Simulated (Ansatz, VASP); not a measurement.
# CuI (Marshite) in VASP and in Ansatz

File INCAR:

```
SYSTEM = CuI
PREC     = Accurate       ! precision mode
ENCUT    = 520            ! plane-wave cutoff, eV
EDIFF    = 1E-7           ! SCF threshold, eV
ISMEAR   = -1             ! smearing method
SIGMA    = 0.05           ! smearing width, eV
LREAL    = .False.        ! projectors in reciprocal space
LASPH    = .True.         ! aspherical terms in the spheres
NELM     = 60             ! most SCF steps
ALGO     = Normal         ! electronic algorithm
ISIF     = 2              ! what is computed and relaxed
LWAVE    = .False.        ! write WAVECAR
LCHARG   = .False.        ! write CHGCAR
GGA      = PS             ! functional
NBANDS   = 16             ! bands
```

Contents of KPOINTS:

```
regular mesh
0
Gamma
  8 8 8
  0 0 0
```

The input POSCAR:

```
CuI
1.0
    0.0000000000      3.0315000000      3.0315000000
    3.0315000000      0.0000000000      3.0315000000
    3.0315000000      3.0315000000      0.0000000000
I Cu
1 1
Direct
    0.0000000000      0.0000000000      0.0000000000
    0.7500000000      0.7500000000      0.7500000000
```

File input.yaml:

```yaml
crystal:
  lattice:
    - [0.0, 3.0315, 3.0315]
    - [3.0315, 0.0, 3.0315]
    - [3.0315, 3.0315, 0.0]
  atoms:
    - { symbol: I, position: [0.0, 0.0, 0.0] }
    - { symbol: Cu, position: [0.75, 0.75, 0.75] }
kpoints:
  mp_grid: { grid: [8, 8, 8] }
  band_path:
    path:
      - [0.0, 0.0, 0.0]
      - [0.5, 0.0, 0.5]
      - [0.5, 0.25, 0.75]
      - [0.375, 0.375, 0.75]
      - [0.0, 0.0, 0.0]
      - [0.5, 0.5, 0.5]
      - [0.625, 0.25, 0.625]
      - [0.5, 0.25, 0.75]
    npoints: 8
scf:
  occupations: { method: fermi_dirac, width: 0.05 }
hamiltonian:
  xc: pbesol
  pseudopotentials: { kind: all_electron, lapw: { basis_error: 0.001 } }
output:
  forces: true
  stress: true
  eigenvalues: true
```

Alike in both runs: functional PBEsol; k mesh 8 × 8 × 8; occupations fermi-dirac, width 0.05 eV; no spin polarisation.

```csv
,VASP,Ansatz
version,VASP 6.6.1,Ansatz 0.2.0
potentials or method,"VASP PAW PBE potentials, release 64 (I, Cu)","all-electron LAPW, scalar-relativistic"
plane-wave cutoff (eV),520,see its input
task,single point,band structure
```

```csv
,VASP,Ansatz,Ansatz less VASP
gap on the k mesh at the Fermi level (eV),1.03,1.01,-0.020
least direct gap on the mesh (eV),1.03,1.01,-0.020
pressure (GPa),-2.5,-2.6,-0.07
```

Ansatz ran all-electron here, so the differences hold the error of VASP's frozen core and of both bases.

Caveats: spin-orbit coupling is left out, which moves the levels of the heavy elements; the PAW data sets were made with another functional, which shifts forces and pressure a little (VASP). Expect the measured gap to be larger: semilocal functionals such as PBEsol lack the derivative discontinuity.
